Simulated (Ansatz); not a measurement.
The system is MgB2.

```
Mg B
1.0
     3.08500    0.00000    0.00000
    -1.54250    2.67169    0.00000
     0.00000    0.00000    3.52300
Mg B
1 2
Cartesian
  0.0000 0.0000 0.0000
  1.5425 0.8906 1.7615
  0.0000 1.7811 1.7615
```

| Quantity | Value |
| --- | --- |
| Program | Ansatz 0.2.0 |
| Task | relaxation of cell and atoms |
| Functional | r2SCAN |
| Dispersion | D3(BJ) |
| Potentials or basis | Ansatz PAW |
| Cutoff | 500 eV (not typed: the program's choice for these potentials) |
| k mesh | 10 × 10 × 8 |
| Occupations | fermi-dirac, width 0.05 eV |
| Spin | no spin polarisation |

At the start: volume 9.68 Å³/atom.

How do energy, volume and symmetry change on relaxing?

It ends after 5 steps and the volume is 9.39 Å³/atom (-3.0 %); space group P6/mmm (No. 191, to 0.05 Å).

The path:
| step | energy change (eV) | largest force (eV/Å) | volume (Å³) |
| --- | --- | --- | --- |
| 1 | 0.0000 | 0.0000 | 29.04 |
| 2 | -0.0109 | 0.0000 | 28.43 |
| 3 | -0.0121 | 0.0000 | 28.17 |
| 4 | -0.0121 | 0.0000 | 28.18 |
| 5 | -0.0119 | 0.0000 | 28.18 |

Final structure:
```cif
data_structure
_symmetry_space_group_name_H-M 'P 1'
_symmetry_Int_Tables_number 1
_cell_length_a 3.0611
_cell_length_b 3.0611
_cell_length_c 3.4721
_cell_angle_alpha 90.000
_cell_angle_beta 90.000
_cell_angle_gamma 120.000
_cell_volume 28.18
loop_
_atom_site_label
_atom_site_type_symbol
_atom_site_fract_x
_atom_site_fract_y
_atom_site_fract_z
_atom_site_occupancy
Mg1 Mg 0.00000 0.00000 0.00000 1
B1 B 0.66667 0.33333 0.50000 1
B2 B 0.33333 0.66667 0.50000 1
```

Caveat: the plane-wave basis is chosen anew once the cell has moved, so the energies of steps on either side of that aren't comparable; the PAW data sets come from PBE, with cores solved anew for the run's functional, which leaves a small shift of forces and pressure; the dispersion damping was fitted for another functional or another form of the correction.
